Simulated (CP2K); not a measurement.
Crystal: Rh.

```
Rh
1.0
     2.68397    0.00000    0.00000
     1.34198    2.32438    0.00000
     1.34198    0.77479    2.19145
Rh
1
Direct
  0.00000 0.00000 0.00000
```

Base run:

- Program: CP2K 2026.2
- Functional: revPBE
- Potentials or basis: POTENTIAL_UZH Rh GTH-PBE-q17; TZVP-MOLOPT-PBE-GTH basis
- Density cutoff: 9184 eV
- k mesh: 12 × 12 × 12
- Occupations: fermi-dirac, width 0.05 eV
- Spin: no spin polarisation

Its results: band gap on the k mesh none (metal or under the smearing width); pressure 12.9 GPa.

Question: After a change of settings the same cell gave: band gap on the k mesh none (metal or under the smearing width); pressure -1.2 GPa. Which change was it?
A. functional from revPBE to PBE
B. functional from revPBE to LDA
C. functional from revPBE to vdW-DF2
D. functional from revPBE to PBEsol

Answer: D.

PBEsol binds more tightly than revPBE, so the same cell stands under less pressure.

Caveats: the potentials were made for another functional, which shifts forces and pressure; the basis of atomic orbitals isn't converged, which shifts pressures, moduli and gaps.
